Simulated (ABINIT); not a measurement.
Here is an ABINIT 10.8.3 (patched build) calculation.

run.abi

```
pp_dirpath "./"
pseudos "Te.upf, Cd.upf"

acell 3*1.0
rprim
     0.0000000000     6.0565722294     6.0565722294
     6.0565722294     0.0000000000     6.0565722294
     6.0565722294     6.0565722294     0.0000000000
ntypat 2
znucl 52 48
natom 2
typat 1 2
xred
     0.7500000000     0.7500000000     0.7500000000
     0.0000000000     0.0000000000     0.0000000000

ecut 47.0

kptopt 1
ngkpt 5 5 5
nshiftk 1
shiftk 0.0 0.0 0.0

ixc 11

nband 22
occopt 3
tsmear 0.05 eV

nstep 100
tolvrs 1.0e-10

iomode 3
prtwf 0
prtden 0
prteig 0
prtebands 0
enunit 1
prtvol 2
```

Potentials or basis: PseudoDojo NC SR PBE v0.4.1 standard.

Launch:

```console
$ abinit run.abi > log 2>&1
```

Q: Predict the band gap on the k mesh.

A: 0.87 eV, direct.

Caveat: spin-orbit coupling is left out, which moves the levels of the heavy elements.

**Experimental background.**

A printed reference work, data compilation reports, for a bulk crystal of CdTe at 0 K: band gap 1.607 eV.

Measured gap of CdTe: 1.607 eV (0 K; a printed reference work, data compilation). This calculation gives 0.87 eV (-0.74 eV). Spin-orbit coupling on Cd, Te is left out. The value is that of PBE, without temperature or zero-point motion. Semilocal functionals fall short of measured gaps as a rule.
